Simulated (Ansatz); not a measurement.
# TiC: the cost of one run

Program: Ansatz 0.2.0. Level of theory: DFT PBE+D3(BJ), scalar-relativistic, plane waves, PAW. These are calculated values, not measurements.

1 further run of the same task is left out (set aside as unsound or not needed).

### Step 1. The structure to begin with

Symmetry: Fm-3m, No. 225, cubic system. The conventional cell has a = 4.291 Å, b = 4.291 Å, c = 4.291 Å, α = 90.00°, β = 90.00°, γ = 90.00°. Around Ti (site symmetry m-3m) lie 6 C at 2.15 Å. C (site symmetry m-3m) has 6 Ti at 2.15 Å as nearest neighbours.

Structure file:

```xyz
2
Lattice="0.0000 2.1456 2.1456 2.1456 0.0000 2.1456 2.1456 2.1456 0.0000" Properties=species:S:1:pos:R:3 pbc="T T T"
Ti    0.0000    0.0000    0.0000
C     2.1456    2.1456    2.1456
```

This cell was relaxed beforehand with the same method: volume 9.88 Å³/atom, gap on the mesh none (metal).

### Step 2. The slab

Planes are indexed in the bulk's conventional cell (Fm-3m (No. 225)), a = 4.291 Å, b = 4.291 Å, c = 4.291 Å, α = 90.00°, β = 90.00°, γ = 90.00°.

A (111) slab, 6.2 Å thick as cut, with 16 Å of vacuum, in a 2×2 surface cell; its outer planes are Ti (top) and C (bottom).

The slab as cut. Layers, bottom to top:

| plane | atoms per cell | height over the lowest (Å) |
| --- | --- | --- |
| 1 | C4 | 0.00 |
| 2 | Ti4 | 1.24 |
| 3 | C4 | 2.48 |
| 4 | Ti4 | 3.72 |
| 5 | C4 | 4.96 |
| 6 | Ti4 | 6.19 |

### Step 3. The clean surface, relaxed

input.yaml

```yaml
crystal:
  lattice:
    - [6.0686302345, 0.0, 0.0]
    - [-3.0343151173, 5.2555879493, 0.0]
    - [0.0, 0.0, 22.1937697968]
  atoms:
    - { symbol: C, position: [0.1666666667, 0.3333333333, 0.3604615202] }
    - { symbol: C, position: [0.1666666667, 0.8333333333, 0.3604615202] }
    - { symbol: C, position: [0.6666666667, 0.3333333333, 0.3604615202] }
    - { symbol: C, position: [0.6666666667, 0.8333333333, 0.3604615202] }
    - { symbol: Ti, position: [0.3333333333, 0.1666666667, 0.4162769121] }
    - { symbol: Ti, position: [0.3333333333, 0.6666666667, 0.4162769121] }
    - { symbol: Ti, position: [0.8333333333, 0.1666666667, 0.4162769121] }
    - { symbol: Ti, position: [0.8333333333, 0.6666666667, 0.4162769121] }
    - { symbol: C, position: [0.5, 0.5, 0.472092304] }
    - { symbol: C, position: [0.5, 0.0, 0.472092304] }
    - { symbol: C, position: [0.0, 0.5, 0.472092304] }
    - { symbol: C, position: [0.0, 0.0, 0.472092304] }
    - { symbol: Ti, position: [0.6666666667, 0.3333333333, 0.527907696] }
    - { symbol: Ti, position: [0.6666666667, 0.8333333333, 0.527907696] }
    - { symbol: Ti, position: [0.1666666667, 0.3333333333, 0.527907696] }
    - { symbol: Ti, position: [0.1666666667, 0.8333333333, 0.527907696] }
    - { symbol: C, position: [0.8333333333, 0.6666666667, 0.5837230879] }
    - { symbol: C, position: [0.8333333333, 0.1666666667, 0.5837230879] }
    - { symbol: C, position: [0.3333333333, 0.6666666667, 0.5837230879] }
    - { symbol: C, position: [0.3333333333, 0.1666666667, 0.5837230879] }
    - { symbol: Ti, position: [0.0, 0.5, 0.6395384798] }
    - { symbol: Ti, position: [0.0, 0.0, 0.6395384798] }
    - { symbol: Ti, position: [0.5, 0.5, 0.6395384798] }
    - { symbol: Ti, position: [0.5, 0.0, 0.6395384798] }
basis:
  ecutwfc: 420
kpoints:
  mp_grid: { grid: [4, 4, 1] }
hamiltonian:
  xc: pbe
  dispersion: d3bj
scf:
  occupations: { method: gaussian, width: 0.1 }
output:
  forces: true
  eigenvalues: true
  write_density: true
  write_potential: true
  elf: true
  volumetric_format: npy
relax:
  adjacent_minimum: "off"
  f_tol: 0.03
  max_steps: 70
  constraints: [{ sites: [0, 1, 2, 3, 4, 5, 6, 7, 8, 9, 10, 11] }]
efield:
  axis: 3
  dipole_correction: true
  ramp_width: 0.04
```

Launch:

```bash
ansatz run input.yaml --threads 4 --pin off --max-ram 10240MiB --backend cpu --events-out ev --progress --plain --runs-dir out
```

**Question.** How long does this run take on 4 threads of Arm Neoverse V2, shared host, and how much memory does it need?

About 56 s, with a peak of 1.6 GiB.
